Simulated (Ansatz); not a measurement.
Runs of Ansatz 0.2.0 on C. It takes space group C2/m (No. 12, monoclinic). The conventional cell has a = 4.255 Å, b = 2.457 Å, c = 3.765 Å, α = 90.00°, β = 111.49°, γ = 90.00°. C (site symmetry m) is surrounded by 3 C at 1.42 Å. This is a stacking variant of graphite.

| level | cutoff (eV) | pressure (GPa) |
| --- | --- | --- |
| BLYP | 420 | 6.4 |
| RPBE | 420 | (b) |
| revPBE | 420 | 6.8 |
| LDA | 420 | (a) |
| PBEsol | 420 | 0.9 |
| r2SCAN | 500 | -0.2 |

Alike in all rows: task band structure; potentials or basis Ansatz PAW; no spin polarisation; cell as given; k mesh 13 × 13 × 8; smearing fermi-dirac 0.05 eV.

Q: Estimate the missing entries.

A: (a) -4.1; (b) 7.7.

Caveats: the PAW data sets come from PBE, with cores solved anew for the run's functional, which leaves a small shift of forces and pressure; this functional lacks dispersion, which binds the layers, so the pressure and a relaxed spacing across them are unreliable (some runs).

Runs at the PBE level aren't shown here.
